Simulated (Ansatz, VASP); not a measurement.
This is a calculation of CuAu3 for Ansatz 0.2.0.

File input.yaml:

```yaml
crystal:
  lattice:
    - [3.9532877857, 0.0, 0.0]
    - [0.0, 3.9532877857, 0.0]
    - [0.0, 0.0, 3.9532877857]
  atoms:
    - { symbol: Au, position: [0.5, 0.5, 0.0] }
    - { symbol: Au, position: [0.5, 0.0, 0.5] }
    - { symbol: Au, position: [0.0, 0.5, 0.5] }
    - { symbol: Cu, position: [0.0, 0.0, 0.0] }
hamiltonian:
  xc: pbesol
  pseudopotentials: { kind: paw }
kpoints:
  mp_grid: { grid: [7, 7, 7] }
scf:
  occupations: { method: fermi_dirac, width: 0.05 }
output:
  forces: true
  stress: true
  eigenvalues: true
```

Potentials or basis: Ansatz PAW.

Command:

```bash
$ ansatz run input.yaml --threads 1 --pin off --max-ram 3584MiB --backend cpu --events-out ev --progress --plain --runs-dir out
```

Problem. Set up the same calculation for VASP 6.6.1. Potentials there: VASP PAW PBE potentials, release 64 (Au, Cu).

Solution. As run (the cutoff follows the program's own potentials):

The input INCAR:

```
  ALGO = Normal
  EDIFF = 1E-7
  ENCUT = 520
  GGA = PS
  ISIF = 2
  ISMEAR = -1
  LASPH = T
  LCHARG = F
  LREAL = F
  LWAVE = F
  NBANDS = 30
  NELM = 60
  PREC = Accurate
  SIGMA = 0.05
```

The input KPOINTS:

```
k-points
0
Gamma
  7 7 7
```

File POSCAR:

```
CuAu3
1.0
    3.9532877857      0.0000000000      0.0000000000
    0.0000000000      3.9532877857      0.0000000000
    0.0000000000      0.0000000000      3.9532877857
Au Cu
3 1
Direct
    0.5000000000      0.5000000000      0.0000000000
    0.5000000000      0.0000000000      0.5000000000
    0.0000000000      0.5000000000      0.5000000000
    0.0000000000      0.0000000000      0.0000000000
```

Potentials or basis: VASP PAW PBE potentials, release 64 (Au, Cu).

Launch:

```console
$ cat potpaw_PBE.64/Au/POTCAR potpaw_PBE.64/Cu/POTCAR > POTCAR
$ mpirun -np 1 vasp_std > vasp.out
```

Both were run:

|  | VASP | Ansatz | Ansatz less VASP |
| --- | --- | --- | --- |
| gap on the k mesh at the Fermi level (eV) | none | none | - |
| pressure (GPa) | 2.5 | 2.6 | +0.17 |

A gap of «none» marks a metal or a gap that the smearing closes. The two sets of potentials don't hold the same shells in valence.

Caveats: the PAW data sets were made with another functional, which shifts forces and pressure a little (VASP); the PAW data sets come from PBE, with cores solved anew for the run's functional, which leaves a small shift of forces and pressure (Ansatz). The runs have no spin-orbit coupling, so splittings on Au are missing.
